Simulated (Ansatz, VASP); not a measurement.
MgI2 in VASP and in Ansatz

Contents of INCAR:

```
ALGO = Normal ; EDIFF = 1E-6
ENCUT = 520 ; ISIF = 2
ISMEAR = 0 ; LASPH = T
LCHARG = T ; LELF = T
LREAL = F ; LVHAR = T
LWAVE = F ; NBANDS = 15
NELM = 60 ; PREC = Accurate
SIGMA = 0.05
```

The input KPOINTS:

```
k-points
0
Gamma
  6 6 4
```

The input POSCAR:

```
MgI2
1.0
    4.0774752860      0.0000000000      0.0000000000
   -2.0387376430      3.5311971809      0.0000000000
    0.0000000000      0.0000000000      6.6885602206
Mg I
1 2
Direct
    0.0000000000      0.0000000000      0.0000000000
    0.3333333333      0.6666666667      0.7523486881
    0.6666666667      0.3333333333      0.2476513119
```

Input for Ansatz:

```yaml
crystal:
  lattice:
    - [4.077475286, 0.0, 0.0]
    - [-2.038737643, 3.5311971809, 0.0]
    - [0.0, 0.0, 6.6885602206]
  atoms:
    - { symbol: Mg, position: [0.0, 0.0, 0.0] }
    - { symbol: I, position: [0.3333333333, 0.6666666667, 0.7523486881] }
    - { symbol: I, position: [0.6666666667, 0.3333333333, 0.2476513119] }
basis:
  ecutwfc: 520.0
kpoints:
  mp_grid: { grid: [6, 6, 4] }
hamiltonian:
  xc: lda
scf:
  occupations: { method: gaussian, width: 0.05 }
output:
  forces: true
  stress: true
  eigenvalues: true
  write_density: true
  write_potential: true
  elf: true
  volumetric_format: npy
```

Alike in both runs: task single point; functional LDA; k mesh 6 × 6 × 4; occupations gaussian, width 0.05 eV; no spin polarisation.

|  | VASP | Ansatz |
| --- | --- | --- |
| version | VASP 6.6.1 | Ansatz 0.2.0 |
| potentials or method | VASP PAW LDA potentials, release 64 (Mg, I) | scalar-relativistic, plane waves, PAW |
| plane-wave cutoff (eV) | 520 | 520 |
| valence electrons in the cell | 16 | 44 |

|  | VASP | Ansatz | Ansatz less VASP |
| --- | --- | --- | --- |
| gap on the k mesh at the Fermi level (eV) | 3.32 | 3.34 | +0.020 |
| least direct gap on the mesh (eV) | 3.59 | 3.58 | -0.009 |
| pressure (GPa) | -0.1 | 0.0 | +0.11 |
| rms of the force components (eV/Å) | 0.005 | 0.000 | -0.0046 |

Atom by atom the forces differ by 0.005 eV/Å (rms over components). The two sets of potentials don't hold the same shells in valence.

Caveats: spin-orbit coupling is left out, which moves the levels of the heavy elements. A k mesh can miss the band edges. A hybrid or GW would open this gap; LDA tends to underestimate it.
